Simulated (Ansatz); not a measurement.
Input for Ansatz (plane-wave DFT, PAW):

```yaml
crystal:
  lattice:
    - [-3.3718325683, 3.3718325683, 3.0417010693]
    - [3.3718325683, -3.3718325683, 3.0417010693]
    - [3.3718325683, 3.3718325683, -3.0417010693]
  atoms:
    - { symbol: Zr, position: [0.75, 0.25, 0.5] }
    - { symbol: Zr, position: [0.0, 0.0, 0.0] }
    - { symbol: Si, position: [0.25, 0.75, 0.5] }
    - { symbol: Si, position: [0.5, 0.5, 0.0] }
    - { symbol: O, position: [0.1359092037, 0.3196721472, 0.8162370564] }
    - { symbol: O, position: [0.0696721472, 0.7534350908, 0.6837629436] }
    - { symbol: O, position: [0.5034350908, 0.3196721472, 0.1837629436] }
    - { symbol: O, position: [0.0696721472, 0.3859092037, 0.3162370564] }
    - { symbol: O, position: [0.6140907963, 0.9303278528, 0.6837629436] }
    - { symbol: O, position: [0.6803278528, 0.8640907963, 0.1837629436] }
    - { symbol: O, position: [0.2465649092, 0.9303278528, 0.3162370564] }
    - { symbol: O, position: [0.6803278528, 0.4965649092, 0.8162370564] }
basis:
  ecutwfc: 420
kpoints:
  mp_grid: { grid: [6, 6, 6] }
hamiltonian:
  xc: pbe
scf:
  occupations: { method: gaussian, width: 0.02 }
output:
  forces: true
  stress: true
  eigenvalues: true
relax:
  adjacent_minimum: "off"
  f_tol: 0.01
  max_steps: 30
  cell: { stress_tol: 0.1, fix: [volume] }
```

Command:
```bash
ansatz run input.yaml --threads 2 --pin off --max-ram 5120MiB --backend cpu --events-out ev --progress --plain --runs-dir out
```

All numbers below come from DFT PBE, scalar-relativistic, plane waves, PAW in Ansatz.

From the run's log, abridged (iterations and final results):

```
SCF iter   1: F=—  HF=-14196.356839 eV  |F-HF|=—  |Δ(HF+E_count)|=         —  Δρ=2.44e-3  dr2=3.19e-3  ethr=1.77e-3  ⟨swp⟩=6.1  Hψ=6382  notcnv=0  defer=6
SCF iter   2: F=—  HF=-14196.358037 eV  |F-HF|=—  |Δ(HF+E_count)|=   1.20e-3  Δρ=1.31e-3  dr2=5.29e-4  ethr=3.99e-6  ⟨swp⟩=2.0  Hψ=3194  notcnv=0  defer=166
SCF iter   3: F=—  HF=-14196.358886 eV  |F-HF|=—  |Δ(HF+E_count)|=   8.49e-4  Δρ=4.88e-4  dr2=7.84e-5  ethr=6.61e-7  ⟨swp⟩=2.2  Hψ=2448  notcnv=0  defer=166
SCF iter   4: F=—  HF=-14196.359136 eV  |F-HF|=—  |Δ(HF+E_count)|=   2.51e-4  Δρ=6.97e-5  dr2=8.76e-6  ethr=9.80e-8  ⟨swp⟩=2.0  Hψ=2584  notcnv=0  defer=166
SCF iter   5: F=—  HF=-14196.359138 eV  |F-HF|=—  |Δ(HF+E_count)|=   1.71e-6  Δρ=3.69e-5  dr2=2.11e-6  ethr=1.10e-8  ⟨swp⟩=2.0  Hψ=2248  notcnv=0  defer=166
SCF iter   6: F=-14196.359138 eV  HF=-14196.359138 eV  |F-HF|=4.60e-8  |Δ(HF+E_count)|=   1.37e-7  Δρ=7.23e-6  dr2=5.63e-8  ethr=1.25e-10  ⟨swp⟩=9.0  Hψ=7290  notcnv=0
SCF 1 converged in 6 iterations: F = -14196.359138 eV  dr2 = 5.63e-8
relax step   1: F+E_penalty+E_count = -14196.35913793 eV  Δ(F+E_penalty+E_count) = +0.000e0 eV  max|allowed force component| = 2.271e-1 eV/Å  Δτ_max = 0.0000 Å  P = -6.263 GPa  Ω = 138.327 Å³  fix = [volume]  reactions: volume -6.263 GPa (6 SCF iters, dr2 threshold 1.00e-7 eV, accepted)
Basis set: ecut = 420 eV, 2739 PW (Γ), exchange–correlation on 80×80×80 points (8 copies of the dense FFT grid, shifted against one another)
Initial density: handed on by an earlier stage of this run
Initial wavefunctions: those handed on with the density
SCF iter   1: F=—  HF=-14196.365699 eV  |F-HF|=—  |Δ(HF+E_count)|=         —  Δρ=7.86e-4  dr2=1.09e-3  ethr=1.24e-6  ⟨swp⟩=3.0  Hψ=6583  notcnv=0
SCF iter   2: F=—  HF=-14196.365444 eV  |F-HF|=—  |Δ(HF+E_count)|=   2.55e-4  Δρ=3.77e-4  dr2=2.12e-4  ethr=1.24e-6  ⟨swp⟩=2.4  Hψ=2322  notcnv=0
SCF iter   3: F=—  HF=-14196.365383 eV  |F-HF|=—  |Δ(HF+E_count)|=   6.09e-5  Δρ=1.68e-4  dr2=3.14e-5  ethr=2.65e-7  ⟨swp⟩=2.2  Hψ=2265  notcnv=0
SCF iter   4: F=—  HF=-14196.365376 eV  |F-HF|=—  |Δ(HF+E_count)|=   7.59e-6  Δρ=3.92e-5  dr2=2.01e-6  ethr=3.93e-8  ⟨swp⟩=2.0  Hψ=2288  notcnv=0
SCF iter   5: F=-14196.365376 eV  HF=-14196.365376 eV  |F-HF|=3.09e-8  |Δ(HF+E_count)|=   7.19e-8  Δρ=6.72e-6  dr2=5.14e-8  ethr=1.50e-9  ⟨swp⟩=6.8  Hψ=6539  notcnv=0
SCF 2 converged in 5 iterations: F = -14196.365376 eV  dr2 = 5.14e-8
relax step   2: F+E_penalty+E_count = -14196.36537584 eV  Δ(F+E_penalty+E_count) = -6.238e-3 eV  max|allowed force component| = 1.268e-1 eV/Å  Δτ_max = 0.0039 Å  P = -5.953 GPa  Ω = 138.327 Å³  energy of the carried Pulay correction = +1.878e-16 eV  fix = [volume]  reactions: volume -5.953 GPa (5 SCF iters, dr2 threshold 1.20e-6 eV, accepted)
SCF iter   1: F=—  HF=-14196.369471 eV  |F-HF|=—  |Δ(HF+E_count)|=         —  Δρ=1.23e-3  dr2=2.43e-3  ethr=2.67e-6  ⟨swp⟩=2.1  Hψ=6513  notcnv=0
SCF iter   2: F=—  HF=-14196.368834 eV  |F-HF|=—  |Δ(HF+E_count)|=   6.37e-4  Δρ=6.39e-4  dr2=5.90e-4  ethr=2.67e-6  ⟨swp⟩=2.1  Hψ=2285  notcnv=0
SCF iter   3: F=—  HF=-14196.368703 eV  |F-HF|=—  |Δ(HF+E_count)|=   1.30e-4  Δρ=2.81e-4  dr2=8.56e-5  ethr=7.37e-7  ⟨swp⟩=2.1  Hψ=2263  notcnv=0
SCF iter   4: F=—  HF=-14196.368683 eV  |F-HF|=—  |Δ(HF+E_count)|=   2.02e-5  Δρ=6.01e-5  dr2=3.97e-6  ethr=1.07e-7  ⟨swp⟩=2.0  Hψ=2286  notcnv=0
SCF iter   5: F=-14196.368684 eV  HF=-14196.368684 eV  |F-HF|=9.36e-8  |Δ(HF+E_count)|=   3.59e-7  Δρ=1.11e-5  dr2=1.34e-7  ethr=1.26e-9  ⟨swp⟩=6.7  Hψ=6931  notcnv=0
SCF 3 converged in 5 iterations: F = -14196.368684 eV  dr2 = 1.34e-7
relax step   3: F+E_penalty+E_count = -14196.36868372 eV  Δ(F+E_penalty+E_count) = -3.308e-3 eV  max|allowed force component| = 1.013e-2 eV/Å  Δτ_max = 0.0067 Å  P = -5.462 GPa  Ω = 138.327 Å³  fix = [volume]  reactions: volume -5.462 GPa (5 SCF iters, dr2 threshold 1.00e-6 eV, accepted)
SCF iter   1: F=—  HF=-14196.368712 eV  |F-HF|=—  |Δ(HF+E_count)|=         —  Δρ=1.50e-4  dr2=1.68e-5  ethr=1.34e-8  ⟨swp⟩=3.0  Hψ=6607  notcnv=0
SCF iter   2: F=—  HF=-14196.368748 eV  |F-HF|=—  |Δ(HF+E_count)|=   3.62e-5  Δρ=7.96e-5  dr2=4.53e-6  ethr=1.34e-8  ⟨swp⟩=2.7  Hψ=2673  notcnv=0
SCF iter   3: F=—  HF=-14196.368748 eV  |F-HF|=—  |Δ(HF+E_count)|=   1.92e-7  Δρ=3.13e-5  dr2=1.03e-6  ethr=5.66e-9  ⟨swp⟩=2.6  Hψ=2832  notcnv=0
SCF iter   4: F=-14196.368748 eV  HF=-14196.368748 eV  |F-HF|=1.35e-8  |Δ(HF+E_count)|=   1.79e-7  Δρ=5.77e-6  dr2=2.22e-8  ethr=9.67e-11  ⟨swp⟩=3.4  Hψ=6448  notcnv=0
SCF 4 converged in 4 iterations: F = -14196.368748 eV  dr2 = 2.22e-8
relax step   4: F+E_penalty+E_count = -14196.36874777 eV  Δ(F+E_penalty+E_count) = -6.405e-5 eV  max|allowed force component| = 1.006e-2 eV/Å  Δτ_max = 0.0005 Å  P = -5.471 GPa  Ω = 138.327 Å³  energy of the carried Pulay correction = -9.391e-17 eV  fix = [volume]  reactions: volume -5.471 GPa (4 SCF iters, dr2 threshold 7.74e-8 eV, accepted)
SCF iter   1: F=—  HF=-14196.368732 eV  |F-HF|=—  |Δ(HF+E_count)|=         —  Δρ=7.52e-5  dr2=8.56e-6  ethr=9.92e-9  ⟨swp⟩=2.0  Hψ=5647  notcnv=0
SCF iter   2: F=—  HF=-14196.368769 eV  |F-HF|=—  |Δ(HF+E_count)|=   3.64e-5  Δρ=3.46e-5  dr2=1.34e-6  ethr=9.92e-9  ⟨swp⟩=2.7  Hψ=2524  notcnv=0
SCF iter   3: F=—  HF=-14196.368769 eV  |F-HF|=—  |Δ(HF+E_count)|=   1.32e-7  Δρ=1.40e-5  dr2=2.00e-7  ethr=1.67e-9  ⟨swp⟩=2.0  Hψ=2277  notcnv=0
SCF iter   4: F=—  HF=-14196.368769 eV  |F-HF|=—  |Δ(HF+E_count)|=   4.03e-8  Δρ=3.44e-6  dr2=1.16e-8  ethr=2.50e-10  ⟨swp⟩=2.2  Hψ=2282  notcnv=0
SCF iter   5: F=-14196.368769 eV  HF=-14196.368769 eV  |F-HF|=1.27e-10  |Δ(HF+E_count)|=  3.51e-10  Δρ=5.00e-7  dr2=2.07e-10  ethr=7.90e-12  ⟨swp⟩=4.1  Hψ=4806  notcnv=0
SCF 5 converged in 5 iterations: F = -14196.368769 eV  dr2 = 2.07e-10
relax step   5: F+E_penalty+E_count = -14196.36876871 eV  Δ(F+E_penalty+E_count) = -2.094e-5 eV  max|allowed force component| = 2.552e-4 eV/Å  Δτ_max = 0.0005 Å  P = -5.476 GPa  Ω = 138.327 Å³  energy of the carried Pulay correction = +1.878e-16 eV  fix = [volume]  reactions: volume -5.476 GPa (5 SCF iters, dr2 threshold 6.32e-9 eV, accepted)
Initial wavefunctions: pseudopotential atomic-orbital guess (no wavefunctions were taken with the density)
SCF iter   1: F=—  HF=-14196.369135 eV  |F-HF|=—  |Δ(HF+E_count)|=         —  Δρ=6.57e-5  dr2=3.40e-7  ethr=4.41e-7  ⟨swp⟩=3.5  Hψ=10541  notcnv=0
SCF iter   2: F=—  HF=-14196.369214 eV  |F-HF|=—  |Δ(HF+E_count)|=   7.94e-5  Δρ=3.36e-5  dr2=9.05e-8  ethr=4.25e-10  ⟨swp⟩=2.9  Hψ=2843  notcnv=0
SCF iter   3: F=—  HF=-14196.369229 eV  |F-HF|=—  |Δ(HF+E_count)|=   1.50e-5  Δρ=3.24e-6  dr2=8.09e-9  ethr=1.13e-10  ⟨swp⟩=2.0  Hψ=2520  notcnv=0
SCF iter   4: F=-14196.369229 eV  HF=-14196.369229 eV  |F-HF|=3.89e-10  |Δ(HF+E_count)|=   1.81e-8  Δρ=7.25e-7  dr2=4.25e-10  ethr=1.00e-12  ⟨swp⟩=3.3  Hψ=6332  notcnv=0
SCF 6 converged in 4 iterations: F = -14196.369229 eV  dr2 = 4.25e-10
SCF converged after 4 iterations
Free energy (F): -14196.369229 eV
Harris-Foulkes:  -14196.369229 eV  (|F-HF|=3.89e-10)
Internal energy: -14196.369229 eV  (E = F + TS)
E sigma→0 (E₀):  -14196.369229 eV
Fermi energy:    9.559701 eV
--- Per-component energies (eV) ---
  E_band       = -321.424384
  E_kinetic    = 2165.252231
  E_local      = -4429.663512  (includes V_loc(G=0)·N_el)
  E_nonlocal   = 581.488050
  E_hartree    = 1523.847719
  E_xc         = -1029.520833
  E_vxc        = -1235.877120  (∫ρ·V_xc dr)
  E_paw        = -8197.750589  (= ΣΔE_a)
  E_vpaw       = -450.339224  (= ΣTr[D̂ρ^β])
  E_aug_tail   = 0.019967  (compensation charges beyond the density's cutoff)
  E_ewald      = -4810.042262
  E_smearing   =  0.000000  (= −TS)
--- Forces (eV/Å), atoms counted from 1 ---
  atom   1  Zr     0.00000000     0.00000000     0.00000000
  atom   2  Zr     0.00000000     0.00000000     0.00000000
  atom   3  Si     0.00000000     0.00000000     0.00000000
  atom   4  Si     0.00000000     0.00000000     0.00000000
  atom   5  O      0.00000000    -0.00003075    -0.00045757
  atom   6  O      0.00003075     0.00000000    -0.00045757
  atom   7  O      0.00000000     0.00003075    -0.00045757
  atom   8  O     -0.00003075     0.00000000    -0.00045757
  atom   9  O      0.00000000     0.00003075     0.00045757
  atom  10  O      0.00003075     0.00000000     0.00045757
  atom  11  O      0.00000000    -0.00003075     0.00045757
  atom  12  O     -0.00003075     0.00000000     0.00045757
--- Stress (GPa, compression-positive) ---
       -5.444151       0.000000       0.000000
        0.000000      -5.444151       0.000000
        0.000000       0.000000      -5.538273
  P = ⅓ Tr σ = -5.4755 GPa (-54.755 kbar)
--- Band table (eV; the first three rows and the last of 30) ---
  k-point 0: bands = ["-40.5832", "-40.5626", "-18.7348", "-18.7348", "-18.6517", "-18.6211", "-18.5147", "-18.5147", "-11.3793", "-10.5786", "-9.7470", "-9.5845", "-9.2176", "-9.2176", "-9.1231", "-9.1231", "0.1268", "1.6380", "1.8392", "2.3540", "2.3540", "2.9827", "3.4415", "3.6399", "4.3548", "4.3548", "4.3951", "4.4855", "4.9880", "4.9880", "5.8579", "5.8579", "6.5665", "6.5665", "6.6528", "6.6660", "6.7615", "6.7615", "6.8465", "7.3419", "11.9304", "12.3504", "12.4153", "12.4153", "13.1769", "13.2393", "13.5933", "13.7144", "13.7144", "13.8684", "14.9887", "16.5534"]
  k-point 1: bands = ["-40.5818", "-40.5640", "-18.7446", "-18.7218", "-18.6446", "-18.6250", "-18.5314", "-18.5078", "-11.2953", "-10.5858", "-9.7080", "-9.5663", "-9.2639", "-9.2457", "-9.1990", "-9.1642", "0.3113", "1.7402", "1.9932", "2.3273", "2.3576", "3.1777", "3.5871", "3.7921", "3.8236", "4.0104", "4.5137", "4.8206", "4.8961", "4.9077", "5.8305", "5.9297", "6.4468", "6.4908", "6.5329", "6.5547", "6.6390", "6.6450", "6.8374", "7.2371", "11.8806", "12.2081", "12.4133", "12.4269", "13.2308", "13.4527", "13.4994", "13.7933", "13.8139", "14.2782", "15.1589", "16.5729"]
  k-point 2: bands = ["-40.5781", "-40.5678", "-18.7478", "-18.6897", "-18.6850", "-18.5757", "-18.5754", "-18.5084", "-11.0752", "-10.6419", "-9.6025", "-9.5161", "-9.3644", "-9.3517", "-9.3164", "-9.2732", "0.7982", "1.7871", "2.4113", "2.4375", "2.4827", "3.3025", "3.4047", "3.4419", "3.9096", "4.0967", "4.3353", "4.6113", "4.9927", "5.2428", "5.4685", "5.9637", "6.0867", "6.1447", "6.3099", "6.5187", "6.5229", "6.5661", "6.7779", "6.9889", "11.8236", "11.9666", "12.5021", "12.5413", "13.0632", "13.1529", "13.8801", "13.9788", "14.6359", "14.7947", "15.3502", "16.3658"]
  k-point 29: bands = ["-40.5729", "-40.5729", "-18.7503", "-18.7503", "-18.6382", "-18.6382", "-18.5019", "-18.5019", "-10.9488", "-10.9488", "-9.7138", "-9.7138", "-9.2092", "-9.2092", "-9.1410", "-9.1410", "0.7132", "0.7132", "2.5618", "2.5618", "2.7745", "2.7745", "3.8609", "3.8609", "4.3686", "4.3686", "4.5686", "4.5686", "5.5523", "5.5523", "5.7566", "5.7566", "5.9428", "5.9428", "6.1032", "6.1032", "6.3173", "6.3173", "6.5414", "6.5414", "12.4236", "12.4236", "12.7748", "12.7748", "12.7883", "12.7883", "13.6579", "13.6579", "14.3027", "14.3027", "16.5550", "16.5550"]
--- Relaxed structure (5 steps of the walk, 5 accepted, 1 SCFs on fresh bases) ---
  F+E_penalty+E_count = -14196.36922948 eV   max|allowed force component| = 4.576e-4 eV/Å   (the final SCF, on the basis selected at the relaxed cell)
  cell:  # Å, volume = 138.3275 Å³
    - [-3.37950869, 3.37950869, 3.02789908]
    - [3.37950869, -3.37950869, 3.02789908]
    - [3.37950869, 3.37950869, -3.02789908]
  atoms:
    - { symbol: Zr, position: [0.74999999, 0.25000000, 0.49999999] }
    - { symbol: Zr, position: [0.0, 0.0, 0.0] }
    - { symbol: Si, position: [0.25000000, 0.74999999, 0.49999999] }
    - { symbol: Si, position: [0.5, 0.5, 0.0] }
    - { symbol: O, position: [0.13666760, 0.31898293, 0.81768467] }
    - { symbol: O, position: [0.06898293, 0.75129826, 0.68231532] }
    - { symbol: O, position: [0.50129826, 0.31898293, 0.18231532] }
    - { symbol: O, position: [0.06898293, 0.38666760, 0.31768467] }
    - { symbol: O, position: [0.61333239, 0.93101706, 0.68231532] }
    - { symbol: O, position: [0.68101706, 0.86333239, 0.18231532] }
    - { symbol: O, position: [0.24870173, 0.93101706, 0.31768467] }
    - { symbol: O, position: [0.68101706, 0.49870173, 0.81768467] }
```

The relaxation met its thresholds.

It took 12 s on 2 threads of AMD EPYC 9B45 (Zen 5), with other jobs on the host, peak memory 0.59 GiB.